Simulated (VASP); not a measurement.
# HgSe (w03) (F-43m) in VASP: a series of runs, part 2 of 2

VASP 6.6.1. The steps go on from the part before.

## 4. Single point, PBE

Input file INCAR:

```
  ALGO = Normal
  EDIFF = 1E-6
  ENCUT = 520
  GGA = PE
  ISIF = 2
  ISMEAR = 0
  LASPH = True
  LCHARG = False
  LREAL = False
  LWAVE = False
  NBANDS = 16
  NELM = 100
  PREC = Accurate
  SIGMA = 0.3
```

Input file KPOINTS:

```
k-points
0
Gamma
  12 12 12
```

Input file POSCAR:

```
HgSe
1.0
    0.0000000000      3.1303503678      3.1303503678
    3.1303503678      0.0000000000      3.1303503678
    3.1303503678      3.1303503678      0.0000000000
Hg Se
1 1
Direct
    0.0000000000      0.0000000000      0.0000000000
    0.2500000000      0.2500000000      0.2500000000
```

Potentials or basis: VASP PAW PBE potentials, release 64 (Hg, Se).

Launch:

```bash
cat potpaw_PBE.64/Hg/POTCAR potpaw_PBE.64/Se/POTCAR > POTCAR
mpirun -np 1 vasp_std > vasp.out
```

OUTCAR:

```text
EDIFF = 1E-6
   ENCUT = 520
   GGA = PE
   ISIF = 2
   ISMEAR = 0
   LASPH = True
   LREAL = False
   NELM = 100
   PREC = Accurate

 ion  position               nearest neighbor table
   1  0.000  0.000  0.000-   2 2.71   2 2.71   2 2.71   2 2.71
   2  0.250  0.250  0.250-   1 2.71   1 2.71   1 2.71   1 2.71

  LATTYP: Found a face centered cubic cell.
 ALAT       =     6.2607007356

  Lattice vectors:

 A1 = (   0.0000000000,   3.1303503678,   3.1303503678)
 A2 = (   3.1303503678,   0.0000000000,   3.1303503678)
 A3 = (   3.1303503678,   3.1303503678,   0.0000000000)

Analysis of symmetry for initial positions (statically):
=====================================================================
 Subroutine PRICEL returns:
 Original cell was already a primitive cell.

 Routine SETGRP: Setting up the symmetry group for a
 face centered cubic supercell.

 Subroutine GETGRP returns: Found 24 space group operations
 (whereof 24 operations were pure point group operations)
 out of a pool of 48 trial point group operations.

The static configuration has the point symmetry T_d .

Analysis of symmetry for dynamics (positions and initial velocities):
=====================================================================
 Subroutine PRICEL returns:
 Original cell was already a primitive cell.

 Routine SETGRP: Setting up the symmetry group for a
 face centered cubic supercell.

 Subroutine GETGRP returns: Found 24 space group operations
 (whereof 24 operations were pure point group operations)
 out of a pool of 48 trial point group operations.

The dynamic configuration has the point symmetry T_d .

 Subroutine INISYM returns: Found 24 space group operations
 (whereof 24 operations are pure point group operations),
 and found     1 'primitive' translations

----------------------------------------------------------------------------------------

                                     Primitive cell

  volume of cell :      61.3492

  direct lattice vectors                    reciprocal lattice vectors
     0.000000000  3.130350368  3.130350368    -0.159726529  0.159726529  0.159726529
     3.130350368  0.000000000  3.130350368     0.159726529 -0.159726529  0.159726529
     3.130350368  3.130350368  0.000000000     0.159726529  0.159726529 -0.159726529

  length of vectors
     4.426983945  4.426983945  4.426983945     0.276654464  0.276654464  0.276654464

  position of ions in fractional coordinates (direct lattice)
     0.000000000  0.000000000  0.000000000
     0.250000000  0.250000000  0.250000000

  ion indices of the primitive-cell ions
   primitive index   ion index
                 1           1
                 2           2

----------------------------------------------------------------------------------------

 KPOINTS: k-points

Automatic generation of k-mesh.
 Grid dimensions read from file:
 generate k-points for:   12   12   12

 Generating k-lattice:

  Cartesian coordinates                     Fractional coordinates (reciprocal lattice)
    -0.013310544  0.013310544  0.013310544     0.083333333  0.000000000  0.000000000
     0.013310544 -0.013310544  0.013310544     0.000000000  0.083333333  0.000000000
     0.013310544  0.013310544 -0.013310544     0.000000000  0.000000000  0.083333333

  Length of vectors
     0.023054539  0.023054539  0.023054539

  Shift w.r.t. Gamma in fractional coordinates (k-lattice)
     0.000000000  0.000000000  0.000000000

 Subroutine IBZKPT returns following result:
 ===========================================

 Found     72 irreducible k-points:

 Following reciprocal coordinates:
            Coordinates               Weight
  0.000000  0.000000  0.000000      1.000000
  0.083333  0.000000  0.000000      8.000000
  0.166667  0.000000  0.000000      8.000000
  0.250000  0.000000  0.000000      8.000000
  0.333333  0.000000  0.000000      8.000000
  0.416667  0.000000  0.000000      8.000000
[... 16 lines left out ...]
  0.500000  0.166667  0.000000     24.000000
 -0.416667  0.166667  0.000000     24.000000
 [... further k-points ...]
   k-points           NKPTS =     72   k-points in BZ     NKDIM =     72   number of bands    NBANDS=     16
   number of dos      NEDOS =    301   number of ions     NIONS =      2
   total plane-waves  NPLWV =  46656
   dimension x,y,z NGX =    36 NGY =   36 NGZ =   36
   dimension x,y,z NGXF=    72 NGYF=   72 NGZF=   72
   ions per type =               1   1
   NGX,Y,Z   is equivalent  to a cutoff of  13.52, 13.52, 13.52 a.u.
   NGXF,Y,Z  is equivalent  to a cutoff of  27.04, 27.04, 27.04 a.u.
 SYSTEM =  unknown system
   PREC   = accura    normal or accurate (medium, high low for compatibility)
   ISTART =      0    job   : 0-new  1-cont  2-samecut
   ICHARG =      2    charge: 1-file 2-atom 10-const
   ISPIN  =      1    spin polarized calculation?
   LNONCOLLINEAR =      F non collinear calculations
   LSORBIT =      F    spin-orbit coupling
   LASPH  =      T    aspherical Exc in radial PAW
   ENCUT  =  520.0 eV  38.22 Ry    6.18 a.u.   8.23  8.23  8.23*2*pi/ulx,y,z
   NELM   =    100;   NELMIN=  2; NELMDL= -5     # of ELM steps
   EDIFF  = 0.1E-05   stopping-criterion for ELM
   LREAL  =      F    real-space projection
   EDIFFG = 0.1E-04   stopping-criterion for IOM
   NSW    =      0    number of steps for IOM
   IBRION =     -1    ionic relax: 0-MD 1-quasi-New 2-CG
   NFREE  =      0    steps in history (QN), initial steepest desc. (CG)
   ISIF   =      2    stress and relaxation
   ISYM   =      2    0-nonsym 1-usesym 2-fastsym
   POTIM  = 0.5000    time-step for ionic-motion
   TEBEG  =    0.0;   TEEND  =   0.0 temperature during run
   PSTRESS=    0.0 pullay stress
   NELECT =      18.0000    total number of electrons
   NUPDOWN=      -1.0000    fix difference up-down
   EMIN   =  10.00;   EMAX   =-10.00  energy-range for DOS
   EFERMI =   0.00;   METHOD = LEGACY
   ISMEAR =     0;   SIGMA  =   0.30  broadening in eV -4-tet -1-fermi 0-gaus
   EFERMI_NEDOS =   21; number of points for ismear=-14 and -15
   IALGO  =     38    algorithm
   IMIX   =      4    mixing-type and parameters
     AMIX     =   0.40;   BMIX     =  1.00
     AMIX_MAG =   1.60;   BMIX_MAG =  1.00
  volume/ion in A,a.u.               =      30.67       207.00
  Fermi-wavevector in a.u.,A,eV,Ry     =   1.087834  2.055709 16.100907  1.183383
  Thomas-Fermi vector in A             =   2.224002
   LORBIT       =      0    0 simple, 1 ext, 2 COOP (PROOUT), +10 PAW based schemes
   GGA     = PE    functional components
   LHFCALC =     F    Hartree Fock is set to
   AEXX    =    0.0000 exact exchange contribution
   IVDW    =     0    specifies the selected vdW correction
   LEPSILON=     F    determine dielectric tensor
   LRPA    =     F    only Hartree local field effects (RPA)
 non-spin polarized calculation
 Gauss-broadening in eV      SIGMA  =   0.30
  energy-cutoff  :      520.00
  volume of cell :       61.35
 maximum number of plane-waves:      1676
 NGX is ok and might be reduce to    36
   NGX = 17   NGY = 17   NGZ = 17

 number of electron      18.0000002 magnetization

 Free energy of the ion-electron system (eV)
  ---------------------------------------------------
  ext. energy  EPLUGINS =         0.00000000
  ---------------------------------------------------
  free energy    TOTEN  =        -4.09026640 eV

  energy without entropy =       -4.08708946  energy(sigma->0) =       -4.08867793

 E-fermi :   1.1734     XC(G=0):  -8.6460

 val. band max:        0.9495186035   @ k =   0.0000   0.0000   0.0000
 cond. band min:       1.2715156078   @ k =   0.0833   0.0000   0.0000
 fundamental gap:      0.3219970044
 Fermi energy:         1.1733743293

 k-point     1 :       0.0000    0.0000    0.0000
  band No.  band energies     occupation
      1     -11.9374      2.00000
      2      -5.7349      2.00000
      3      -5.7349      2.00000
      4      -5.7349      2.00000
      5      -5.1314      2.00000
      6      -5.1314      2.00000
[... 8 lines left out ...]
     15      12.1018      0.00000
     16      12.1018      0.00000
[... 419 lines left out ...]
 k-point    24 :      -0.4167    0.1667    0.0000
  band No.  band energies     occupation
      1     -11.5137      2.00000
      2      -5.5668      2.00000
      3      -5.5353      2.00000
      4      -5.1430      2.00000
      5      -5.1067      2.00000
      6      -4.8558      2.00000
[... 8 lines left out ...]
     15      11.8896      0.00000
     16      12.1310      0.00000

 [... further k-points ...]
[... 5 lines left out ...]
  --------------------------------------------------------------------------------------
  -------------------------------------------------------------------------------------
  Total        0.0676107      0.0676107      0.0676107     -0.0000000      0.0000000     -0.0000000
  in kB        1.7657023      1.7657023      1.7657023     -0.0000000      0.0000000     -0.0000000
  external PRESSURE =       1.7657023 kB  Pullay stress =       0.0000000 kB

 VOLUME and BASIS-vectors are now :
 -----------------------------------------------------------------------------
  energy-cutoff  :      520.00
  volume of cell :       61.35
      direct lattice vectors                 reciprocal lattice vectors
     0.000000000  3.130350368  3.130350368    -0.159726529  0.159726529  0.159726529
     3.130350368  0.000000000  3.130350368     0.159726529 -0.159726529  0.159726529
     3.130350368  3.130350368  0.000000000     0.159726529  0.159726529 -0.159726529

 POSITION                                       TOTAL-FORCE (eV/Angst)
 -----------------------------------------------------------------------------------
      0.00000      0.00000      0.00000         0.000000      0.000000      0.000000
      1.56518      1.56518      1.56518        -0.000000     -0.000000     -0.000000
 -----------------------------------------------------------------------------------
    total drift:                               -0.000000     -0.000000     -0.000000

  FREE ENERGIE OF THE ION-ELECTRON SYSTEM (eV)
  ---------------------------------------------------
  free  energy   TOTEN  =        -4.0902664000 eV

  energy  without entropy=       -4.0870894602  energy(sigma->0) =       -4.08867793
```

OSZICAR:

```text
N       E                     dE             d eps       ncg     rms          rms(c)
DAV:   1     0.111506541636E+03    0.11151E+03   -0.83614E+03  2320   0.994E+02
DAV:   2    -0.134654981887E+00   -0.11164E+03   -0.10363E+03  2696   0.237E+02
DAV:   3    -0.437558921283E+01   -0.42409E+01   -0.42279E+01  2696   0.475E+01
DAV:   4    -0.439490902069E+01   -0.19320E-01   -0.19319E-01  2904   0.327E+00
DAV:   5    -0.439501808624E+01   -0.10907E-03   -0.10907E-03  2840   0.219E-01    0.649E+00
DAV:   6    -0.409972310895E+01    0.29529E+00   -0.49785E-01  3424   0.962E+00    0.528E+00
DAV:   7    -0.409106288640E+01    0.86602E-02   -0.10585E-01  2536   0.227E+00    0.248E+00
DAV:   8    -0.409034985135E+01    0.71304E-03   -0.11791E-02  2688   0.128E+00    0.175E-01
DAV:   9    -0.409024225042E+01    0.10760E-03   -0.13605E-03  2936   0.502E-01    0.517E-02
DAV:  10    -0.409025100595E+01   -0.87555E-05   -0.14693E-04  2904   0.146E-01    0.325E-02
DAV:  11    -0.409026797387E+01   -0.16968E-04   -0.56774E-05  2808   0.725E-02    0.238E-02
DAV:  12    -0.409026637278E+01    0.16011E-05   -0.81587E-06  2712   0.367E-02    0.715E-03
DAV:  13    -0.409026639996E+01   -0.27183E-07   -0.50563E-07  1832   0.452E-03
   1 F= -.40902664E+01 E0= -.40886779E+01  d E =-.317694E-02
```

It took 64 s on 1 thread of Intel Xeon Platinum 8488C (Sapphire Rapids), shared host; peak memory 0.24 GiB.

What came out:

```
Free energy            : -4.0903 eV
Pressure               : 0.2 GPa
Band gap on the k mesh : none (metal or under the smearing width)
```

The run has no spin-orbit coupling, so splittings on Hg are missing.

## 5. Relaxation of cell and atoms, PBE

This run uses another cell than the first one, of 28.07 Å³/atom, 0.915 times its volume.

Input file INCAR:

```
PREC = Accurate
ENCUT = 600
EDIFF = 1E-7
ISMEAR = 0
SIGMA = 0.3
LREAL = F
LASPH = T
NELM = 100
ALGO = Normal
ISIF = 3
LWAVE = F
LCHARG = F
GGA = PE
IBRION = 2
NSW = 100
EDIFFG = -0.002
```

Input file KPOINTS:

```
regular mesh
0
Gamma
  12 12 12
```

Input file POSCAR:

```
HgSe
1.0
    0.0000000000      3.0390000000      3.0390000000
    3.0390000000      0.0000000000      3.0390000000
    3.0390000000      3.0390000000      0.0000000000
Hg Se
1 1
Direct
    0.0000000000      0.0000000000      0.0000000000
    0.2500000000      0.2500000000      0.2500000000
```

Launch:

```bash
cat potpaw_PBE.64/Hg/POTCAR potpaw_PBE.64/Se/POTCAR > POTCAR
mpirun -np 1 vasp_std > vasp.out
```

Wall time 3 min (1 thread of Intel Xeon Platinum 8488C (Sapphire Rapids), shared host); peak memory 0.26 GiB.

Results (log left out):

| Quantity | Value |
| --- | --- |
| Free energy | -4.0898 eV |
| Relaxed volume | 30.81 Å³/atom |
| Relaxed cell | a = 4.433 Å, b = 4.433 Å, c = 4.433 Å, α = 60.00°, β = 60.00°, γ = 60.00° |
| Space group after relaxing (to 0.05 Å) | F-43m (No. 216) |
| Energy gained by relaxing | 39.4 meV/atom |
| Ionic steps | 5 |
| Pressure after relaxing | 0.0 GPa |
| Band gap on the k mesh | none (metal or under the smearing width) |

The path:
```
step  energy change (eV)  largest force (eV/Å)  pressure (GPa)  volume (Å³)
   1              0.0000                0.0000            5.05        56.13
   2             -0.0707                0.0000           -1.25        63.62
   3             -0.0788                0.0000            0.02        61.60
   4             -0.0787                0.0000           -0.06        61.71
   5             -0.0788                0.0000            0.01        61.62
```

Final structure:
```
Hg Se
1.0
     0.00000    3.13489    3.13489
     3.13489    0.00000    3.13489
     3.13489    3.13489    0.00000
Hg Se
1 1
Direct
  0.00000 0.00000 0.00000
  0.25000 0.25000 0.25000
```

Levels at points of the mesh, in eV from the Fermi level:
| k point | band 7 | band 8 | band 9 | band 10 | band 11 | band 12 |
| --- | --- | --- | --- | --- | --- | --- |
| (0.00, 0.00, 0.00) | -1.27 | -0.22 | -0.22 | -0.22 | 5.37 | 5.37 |
| (0.50, 0.00, 0.00) | -5.13 | -1.03 | -1.03 | 0.87 | 6.06 | 6.06 |
| (0.50, 0.50, 0.00) | -4.88 | -2.16 | -2.16 | 2.46 | 2.98 | 8.05 |

The run has no spin-orbit coupling, so splittings on Hg are missing. Zero-point motion and thermal expansion aren't in these numbers.
